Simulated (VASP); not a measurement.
# BP (F-43m) in VASP: further runs

One crystal, BP, is run at these levels: PBE; tasks: G0W0 quasiparticle levels.

Everything below comes from runs of VASP 6.6.1. Logs are shortened: lines on timing, memory, paths and dates and some standing lists are left out, and cuts for length are marked.

### 1 Starting point

It takes space group F-43m (No. 216, cubic). The conventional cell has a = 4.538 Å, b = 4.538 Å, c = 4.538 Å, α = 90.00°, β = 90.00°, γ = 90.00°. P (site symmetry -43m) is surrounded by 4 B at 1.97 Å. B (site symmetry -43m) has 4 P at 1.97 Å as nearest neighbours.

### 2 G0W0 quasiparticle levels, PBE

File POSCAR:

```
BP
1.0
    0.0000000000      2.2690000000      2.2690000000
    2.2690000000      0.0000000000      2.2690000000
    2.2690000000      2.2690000000      0.0000000000
P B
1 1
Direct
    0.7500000000      0.7500000000      0.7500000000
    0.0000000000      0.0000000000      0.0000000000
```

File INCAR.step1:

```
PREC = Accurate
ENCUT = 500
EDIFF = 1E-8
ISMEAR = 0
SIGMA = 0.01
LREAL = False
LASPH = True
NELM = 60
ALGO = Normal
LWAVE = True
LCHARG = False
GGA = PE
```

File INCAR.step2:

```
PREC = Accurate
ENCUT = 500
EDIFF = 1E-8
ISMEAR = 0
SIGMA = 0.01
LREAL = False
LASPH = True
NELM = 1
ALGO = Exact
LWAVE = True
LCHARG = False
GGA = PE
NBANDS = 57
LOPTICS = True
ISTART = 1
```

File INCAR.step3:

```
PREC = Accurate
ENCUT = 500
EDIFF = 1E-8
ISMEAR = 0
SIGMA = 0.01
LREAL = False
LASPH = True
ALGO = EVGW0
LWAVE = False
LCHARG = False
GGA = PE
NELMGW = 1
NBANDS = 57
ENCUTGW = 100
NOMEGA = 64
PRECFOCK = Fast
ISTART = 1
NBANDSGW = 12
```

File KPOINTS:

```
regular mesh
0
Gamma
  6 6 6
```

Potentials or basis: VASP PAW PBE potentials, release 64 (P_GW, B_GW).

Started as:

```bash
cat potpaw_PBE.64/P_GW/POTCAR potpaw_PBE.64/B_GW/POTCAR > POTCAR
cp INCAR.step1 INCAR
mpirun -np 1 vasp_std > vasp.out
cp INCAR.step2 INCAR
mpirun -np 1 vasp_std > vasp.out
cp INCAR.step3 INCAR
mpirun -np 1 vasp_std > vasp.out
```

OUTCAR:

```text
PREC = Accurate
   ENCUT = 500
   EDIFF = 1E-8
   ISMEAR = 0
   LREAL = False
   LASPH = True
   GGA = PE
   NELMGW = 1
   ENCUTGW = 100
   PRECFOCK = Fast
   ISTART = 1

 ion  position               nearest neighbor table
   1  0.750  0.750  0.750-   2 1.97   2 1.97   2 1.97   2 1.97
   2  0.000  0.000  0.000-   1 1.97   1 1.97   1 1.97   1 1.97

  LATTYP: Found a face centered cubic cell.
 ALAT       =     4.5380000000

  Lattice vectors:

 A1 = (   0.0000000000,   2.2690000000,   2.2690000000)
 A2 = (   2.2690000000,   0.0000000000,   2.2690000000)
 A3 = (   2.2690000000,   2.2690000000,   0.0000000000)

Analysis of symmetry for initial positions (statically):
=====================================================================
 Subroutine PRICEL returns:
 Original cell was already a primitive cell.

 Routine SETGRP: Setting up the symmetry group for a
 face centered cubic supercell.

 Subroutine GETGRP returns: Found 24 space group operations
 (whereof 24 operations were pure point group operations)
 out of a pool of 48 trial point group operations.

The static configuration has the point symmetry T_d .

Analysis of symmetry for dynamics (positions and initial velocities):
=====================================================================
 Subroutine PRICEL returns:
 Original cell was already a primitive cell.

 Routine SETGRP: Setting up the symmetry group for a
 face centered cubic supercell.

 Subroutine GETGRP returns: Found 24 space group operations
 (whereof 24 operations were pure point group operations)
 out of a pool of 48 trial point group operations.

The dynamic configuration has the point symmetry T_d .

 Subroutine INISYM returns: Found 24 space group operations
 (whereof 24 operations are pure point group operations),
 and found     1 'primitive' translations

----------------------------------------------------------------------------------------

                                     Primitive cell

  volume of cell :      23.3633

  direct lattice vectors                    reciprocal lattice vectors
     0.000000000  2.269000000  2.269000000    -0.220361393  0.220361393  0.220361393
     2.269000000  0.000000000  2.269000000     0.220361393 -0.220361393  0.220361393
     2.269000000  2.269000000  0.000000000     0.220361393  0.220361393 -0.220361393

  length of vectors
     3.208850573  3.208850573  3.208850573     0.381677128  0.381677128  0.381677128

  position of ions in fractional coordinates (direct lattice)
     0.750000000  0.750000000  0.750000000
     0.000000000  0.000000000  0.000000000

  ion indices of the primitive-cell ions
   primitive index   ion index
                 1           1
                 2           2

----------------------------------------------------------------------------------------

 KPOINTS: regular mesh

Automatic generation of k-mesh.
 Grid dimensions read from file:
 generate k-points for:    6    6    6

 Generating k-lattice:

  Cartesian coordinates                     Fractional coordinates (reciprocal lattice)
    -0.036726899  0.036726899  0.036726899     0.166666667  0.000000000  0.000000000
     0.036726899 -0.036726899  0.036726899     0.000000000  0.166666667  0.000000000
     0.036726899  0.036726899 -0.036726899     0.000000000  0.000000000  0.166666667

  Length of vectors
     0.063612855  0.063612855  0.063612855

  Shift w.r.t. Gamma in fractional coordinates (k-lattice)
     0.000000000  0.000000000  0.000000000

 Subroutine IBZKPT returns following result:
 ===========================================

 Found     16 irreducible k-points:

 Following reciprocal coordinates:
            Coordinates               Weight
  0.000000  0.000000  0.000000      1.000000
  0.166667  0.000000  0.000000      8.000000
  0.333333  0.000000  0.000000      8.000000
  0.500000  0.000000  0.000000      4.000000
  0.166667  0.166667  0.000000      6.000000
  0.333333  0.166667  0.000000     24.000000
[... 8 lines left out ...]
 -0.333333  0.333333  0.166667     24.000000
 -0.333333  0.500000  0.166667     12.000000
   k-points           NKPTS =     16   k-points in BZ     NKDIM =    216   number of bands    NBANDS=     57
   number of dos      NEDOS =    301   number of ions     NIONS =      2
   total plane-waves  NPLWV =  13824
   dimension x,y,z NGX =    24 NGY =   24 NGZ =   24
   dimension x,y,z NGXF=    48 NGYF=   48 NGZF=   48
   ions per type =               1   1
   NGX,Y,Z   is equivalent  to a cutoff of  12.43, 12.43, 12.43 a.u.
   NGXF,Y,Z  is equivalent  to a cutoff of  24.87, 24.87, 24.87 a.u.
 SYSTEM =  unknown system
   PREC   = accura    normal or accurate (medium, high low for compatibility)
   ISTART =      1    job   : 0-new  1-cont  2-samecut
   ICHARG =      0    charge: 1-file 2-atom 10-const
   ISPIN  =      1    spin polarized calculation?
   LNONCOLLINEAR =      F non collinear calculations
   LSORBIT =      F    spin-orbit coupling
   LASPH  =      T    aspherical Exc in radial PAW
   ENCUT  =  500.0 eV  36.75 Ry    6.06 a.u.   5.85  5.85  5.85*2*pi/ulx,y,z
   NELM   =     60;   NELMIN=  2; NELMDL=  0     # of ELM steps
   EDIFF  = 0.1E-07   stopping-criterion for ELM
   LREAL  =      F    real-space projection
   EDIFFG = 0.1E-06   stopping-criterion for IOM
   NSW    =      0    number of steps for IOM
   IBRION =     -1    ionic relax: 0-MD 1-quasi-New 2-CG
   NFREE  =      0    steps in history (QN), initial steepest desc. (CG)
   ISIF   =      0    stress and relaxation
   ISYM   =      3    0-nonsym 1-usesym 2-fastsym
   POTIM  = 0.5000    time-step for ionic-motion
   TEBEG  =    0.0;   TEEND  =   0.0 temperature during run
   PSTRESS=    0.0 pullay stress
   NELECT =       8.0000    total number of electrons
   NUPDOWN=      -1.0000    fix difference up-down
   EMIN   =  10.00;   EMAX   =-10.00  energy-range for DOS
   EFERMI =   0.00;   METHOD = LEGACY
   ISMEAR =     0;   SIGMA  =   0.01  broadening in eV -4-tet -1-fermi 0-gaus
   EFERMI_NEDOS =   21; number of points for ismear=-14 and -15
   IALGO  =     38    algorithm
   IMIX   =      4    mixing-type and parameters
     AMIX     =   0.40;   BMIX     =  1.00
     AMIX_MAG =   1.60;   BMIX_MAG =  1.00
  volume/ion in A,a.u.               =      11.68        78.83
  Fermi-wavevector in a.u.,A,eV,Ry     =   1.145320  2.164342 17.847562  1.311759
  Thomas-Fermi vector in A             =   2.282009
   LORBIT       =      0    0 simple, 1 ext, 2 COOP (PROOUT), +10 PAW based schemes
   GGA     = PE    functional components
   LHFCALC =     T    Hartree Fock is set to
   PRECFOCK=fast      Normal, Fast or Accurate (Low or Medium for compatibility)
   ENCUT4O =  -1.0   cutoff for four orbital integrals eV
   NKREDX  =     1    reduce k-point grid by
   NKREDY  =     1    reduce k-point grid by
   NKREDZ  =     1    reduce k-point grid by
   AEXX    =    1.0000 exact exchange contribution
   HFSCREEN=    0.0000 screening length (either q_TF or 0.3 A-1)
   HFSCREENC=   0.0000 screening length for correlation (either q_TF or 0.3 A-1)
   ENCUTFOCK=  -1.0 apply spherical cutoff to Coloumb kernel
   IVDW    =     0    specifies the selected vdW correction
   LEPSILON=     F    determine dielectric tensor
   LRPA    =     F    only Hartree local field effects (RPA)
   LRPAFORCE           =     F    calculate RPA forces
   ENCUTGW             = 100.0    cutoff for response function in eV
   ENCUTGWSOFT         =  80.0    soft cutoff for Coulomb kernel in GW response function in eV
   ENCUTLF             =  -1.0    cutoff for local field effects
   NELMGW              =     1    number of iterations in solving QP/BSE equation
   NELMHF              =     1    number of iterations in the inner HF iteration
   NKREDLFX            =     1    NKREDLFY  =   1   NKREDLFZ  =   1
 non-spin polarized calculation
 Gauss-broadening in eV      SIGMA  =   0.01
  energy-cutoff  :      500.00
  volume of cell :       23.36
 maximum number of plane-waves:       609
  NGX = 14; NGY = 14; NGZ = 14
   NGX = 11   NGY = 11   NGZ = 11
 maximum number of plane-waves:        60
 NGX is ok and might be reduce to    14

 QP shifts <psi_nk| G(iteration)W_0 |psi_nk>: iteration 1
 for sc-GW calculations column KS-energies equals QP-energies in previous step
 and V_xc(KS)=  KS-energies - (<T + V_ion + V_H > + <T+V_H+V_ion>^1  + <V_x>^1)

 k-point   1 :       0.0000    0.0000    0.0000
  band No.  KS-energies  QP-energies   sigma(KS)   V_xc(KS)     V^pw_x(r,r')   Z            occupation Imag(sigma)

      1      -8.3253      -8.9407     -12.9448     -12.0592     -20.4820       0.6949       2.0000       1.3633
      2       7.1367       6.8569     -13.6585     -13.3044     -14.9313       0.7902       2.0000       0.0365
      3       7.1367       6.8569     -13.6585     -13.3044     -14.9313       0.7902       2.0000       0.0365
      4       7.1367       6.8569     -13.6585     -13.3044     -14.9313       0.7902       2.0000       0.0365
      5      10.5399      11.0837     -11.3849     -12.0774      -7.1355       0.7853       0.0000      -0.0672
      6      10.5399      11.0837     -11.3849     -12.0774      -7.1355       0.7853       0.0000      -0.0672
      7      10.5399      11.0837     -11.3849     -12.0774      -7.1355       0.7853       0.0000      -0.0672
      8      14.5122      15.0956     -11.9873     -12.7615      -6.2255       0.7536       0.0000      -0.1504
      9      18.6605      18.7125      -9.3925      -9.4590      -3.3684       0.7826       0.0000      -0.3339
     10      19.1558      19.8217     -10.8995     -11.7579      -4.9747       0.7758       0.0000      -0.2929
     11      19.1558      19.8217     -10.8995     -11.7579      -4.9747       0.7758       0.0000      -0.2929
     12      22.8212      23.0667      -9.6290      -9.9465      -2.8198       0.7732       0.0000      -0.7529

 k-point   2 :       0.1667    0.0000    0.0000
  band No.  KS-energies  QP-energies   sigma(KS)   V_xc(KS)     V^pw_x(r,r')   Z            occupation Imag(sigma)
[... 225 lines left out ...]
      1      -3.2711      -3.7411     -13.4625     -12.8132     -19.0761       0.7238       2.0000       0.6022
      2      -1.0874      -1.7071     -13.4296     -12.5645     -18.2979       0.7164       2.0000       0.3499
      3       1.8377       1.2711     -12.6844     -11.9283     -15.6461       0.7495       2.0000       0.1095
      4       1.9609       1.4068     -12.6791     -11.9409     -15.6066       0.7506       2.0000       0.1073
      5      10.9660      11.3742     -10.7978     -11.3173      -6.2206       0.7857       0.0000      -0.0797
      6      11.5822      12.0083     -10.7376     -11.2781      -6.0832       0.7883       0.0000      -0.0822
      7      16.2405      16.8411     -11.4312     -12.2341      -5.1908       0.7479       0.0000      -0.2449
      8      16.9035      17.5235     -11.3637     -12.1850      -5.1334       0.7548       0.0000      -0.2651
      9      20.0009      20.6836     -11.5372     -12.4522      -4.5441       0.7460       0.0000      -0.4836
     10      23.2001      23.8845     -11.2609     -12.1714      -3.9242       0.7517       0.0000      -0.6939
     11      23.5826      24.2644     -11.8590     -12.7666      -4.5514       0.7513       0.0000      -0.7489
     12      27.5773      28.0649     -11.2269     -11.8824      -3.7510       0.7440       0.0000      -1.0418
```

It took 96 s on 1 thread of Intel Xeon Platinum 8488C (Sapphire Rapids), shared host; peak memory 0.31 GiB.

Results:

```yaml
Band_gap_on_the_k_mesh_mean-field_level: 1.33 eV, indirect (least direct gap 3.40 eV)
Quasiparticle_gap: 1.88 eV
Least_direct_quasiparticle_gap: 4.23 eV
```

Levels at points of the mesh, in eV from the valence-band top:
```
           k point  band 2  band 3  band 4  band 5  band 6  band 7
(0.00, 0.00, 0.00)    0.00    0.00    0.00    3.40    3.40    3.40
(0.50, 0.00, 0.00)   -9.03   -1.76   -1.76    3.77    4.71    4.71
(0.50, 0.50, 0.00)   -8.58   -4.11   -4.11    1.33    1.66   12.08
```

Caveat: bands, screening cutoff and mesh are small and nothing is extrapolated, so the quasiparticle values aren't converged.

(Continued in part 2 of 2.)
